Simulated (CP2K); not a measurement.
# NaI in CP2K: the effect of functional

NaI:

```
I Na
1.0
     4.57696    0.00000    0.00000
     2.28848    3.96376    0.00000
     2.28848    1.32125    3.73707
I Na
1 1
Direct
  0.50000 0.50000 0.50000
  0.00000 0.00000 0.00000
```

Alike in all runs:

```yaml
Program: CP2K 2026.2
Task: band structure
Potentials_or_basis: POTENTIAL_UZH I GTH-PBE-q7, Na GTH-PBE-q9; TZVP-MOLOPT-PBE-GTH basis
Density_cutoff: 19048 eV
k_mesh: 7 × 7 × 7
Occupations: fermi-dirac, width 0.05 eV
Spin: no spin polarisation
```

Q: One run gave: gap on the mesh 3.64 eV; pressure 0.7 GPa. Which functional did it use?
A. BEEF-vdW
B. revPBE
C. PW91
D. LDA
E. TASK

A: C.

```csv
functional,gap on the mesh (eV),pressure (GPa)
LDA,3.22,-1.1
PBEsol,3.44,-0.1
BEEF-vdW,3.83,0.6
PW91,3.64,0.7
revPBE,3.86,1.7
TASK,6.49,5.5
```

Caveats: the potentials were made for another functional, which shifts forces and pressure; spin-orbit coupling is left out, which moves the levels of the heavy elements; the basis of atomic orbitals isn't converged, which shifts pressures, moduli and gaps.

Runs at the PBE level aren't shown here.
